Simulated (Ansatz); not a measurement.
# Formation energy of PbO in the rocksalt structure

Level of theory: DFT, PBEsol, scalar-relativistic, no spin polarisation; plane waves to 420 eV with PAW datasets (Ansatz 0.2.0), Γ-centred 10×10×10 mesh, 0.05 eV Gaussian smearing; PAW files: Ansatz's generated set soft_2.

This is a trial structure; measured cells of the compound in the Crystallography Open Database are in space groups Pbcm, P4/nmm.

The structure is cubic, space group Fm-3m (No. 225). The conventional cell has a = 5.178 Å, b = 5.178 Å, c = 5.178 Å, α = 90.00°, β = 90.00°, γ = 90.00°. Pb (site symmetry m-3m) has 6 O at 2.59 Å as nearest neighbours. O (site symmetry m-3m) has 6 Pb at 2.59 Å as nearest neighbours. (Shells end 15 % past the nearest neighbour.)

The elements were computed in their standard states (gases as isolated molecules) with the same datasets, cutoff and functional. Absolute energies hang on the potentials; compare differences alone.

Energy of the relaxed cell (2 atoms, smearing extrapolated to zero): -12315.103 eV. Elements, in eV/atom: Pb -11754.948, O -558.283.

**Question.** What is the formation energy?

**Answer.** [-12315.103 − (1 × -11754.948 + 1 × -558.283)] / 2 = -0.94 eV/atom, or -90 kJ per mole of atoms.

The value is for 0 K, without zero-point energy and without any correction for the binding of gas molecules. Uncorrected semilocal values for oxides, chalcogenides and halides often miss by tenths of an eV an atom. A negative value shows stability against the elements alone, not against other compounds or structures.

These numbers lack spin–orbit coupling.
